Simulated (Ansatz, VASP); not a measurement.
# ZnSe: VASP beside Ansatz

INCAR

```
PREC = Accurate
ENCUT = 520
EDIFF = 1E-6
ISMEAR = -1
SIGMA = 0.03
LREAL = F
LASPH = T
NELM = 100
ALGO = Normal
ISIF = 2
LWAVE = F
LCHARG = F
NBANDS = 16
```

Contents of KPOINTS:

```
Automatic mesh
0
Gamma
  8 8 8
```

The input POSCAR:

```
ZnSe
1.0
    0.0000000000      2.8904760000      2.8338000000
    2.8904760000      0.0000000000      2.8338000000
    2.8904760000      2.8904760000      0.0000000000
Zn Se
1 1
Direct
    0.0000000000      0.0000000000      0.0000000000
    0.7500000000      0.7500000000      0.7500000000
```

Input for Ansatz:

```yaml
crystal:
  lattice:
    - [0.0, 2.890476, 2.8338]
    - [2.890476, 0.0, 2.8338]
    - [2.890476, 2.890476, 0.0]
  atoms:
    - { symbol: Zn, position: [0.0, 0.0, 0.0] }
    - { symbol: Se, position: [0.75, 0.75, 0.75] }
kpoints:
  mp_grid: { grid: [8, 8, 8] }
  band_path:
    path:
      - [0.0, 0.0, 0.0]
      - [0.0, 0.5, 0.5]
      - [0.25, 0.75, 0.5]
      - [0.0, 0.5, 0.0]
      - [0.0, 0.0, 0.0]
      - [0.5, 0.5, 0.0]
      - [0.38005, 0.61995, 0.0]
      - [-0.38005, 0.38005, 0.0]
      - [0.0, 0.0, 0.0]
    npoints: 5
scf:
  occupations: { method: fermi_dirac, width: 0.03 }
hamiltonian:
  xc: lda
  pseudopotentials: { kind: all_electron, lapw: { basis_error: 0.00025 } }
output:
  forces: true
  stress: true
  eigenvalues: true
```

Change from the starting cell: equal xx and yy strain of +2 %.

Alike in both runs: task single point; functional LDA; k mesh 8 × 8 × 8; occupations fermi-dirac, width 0.03 eV; no spin polarisation.

|  | VASP | Ansatz |
| --- | --- | --- |
| version | VASP 6.6.1 | Ansatz 0.2.0 |
| potentials or method | VASP PAW LDA potentials, release 64 (Zn, Se) | all-electron LAPW, scalar-relativistic |
| plane-wave cutoff (eV) | 520 | see its input |

```tsv
	VASP	Ansatz	Ansatz less VASP
pressure (GPa)	-5.2	-5.4	-0.23
largest component of the traceless stress (GPa)	0.51	0.51	+0.004
```

Ansatz ran all-electron here, so the differences hold the error of VASP's frozen core and of both bases.
